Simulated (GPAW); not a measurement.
Crystal: CdSe (Cadmoselite).

```
Cd Se
1.0
     4.30000    0.00000    0.00000
    -2.15000    3.72391    0.00000
     0.00000    0.00000    7.02000
Cd Se
2 2
Direct
  0.66667 0.33333 0.50000
  0.33333 0.66667 0.00000
  0.66667 0.33333 0.88500
  0.33333 0.66667 0.38500
```

Base run:

```yaml
Program: GPAW 26.7.0
Functional: PBE
Potentials_or_basis: GPAW PAW data sets (gpaw-data 1.2.1)
Cutoff: 500 eV
Basis: pw
k_mesh: 6 × 6 × 3
Occupations: fermi-dirac, width 0.05 eV
Spin: no spin polarisation
```

Its results: band gap on the k mesh 0.70 eV, direct; pressure 2.5 GPa; largest force 0.282 eV/Å.

Task: The run is repeated on the same cell with these changes: functional from PBE to LDA; potentials or basis from GPAW PAW data sets (gpaw-data 1.2.1) to the program's PAW data sets (release 1.2.1) made for this functional; cutoff from 500 eV to 450 eV. What comes out?

Result: Band gap on the k mesh 0.42 eV, direct; pressure -2.8 GPa; largest force 0.253 eV/Å.

Caveats: the cutoff is short for stress and forces, so pressures can be off by a GPa or more.

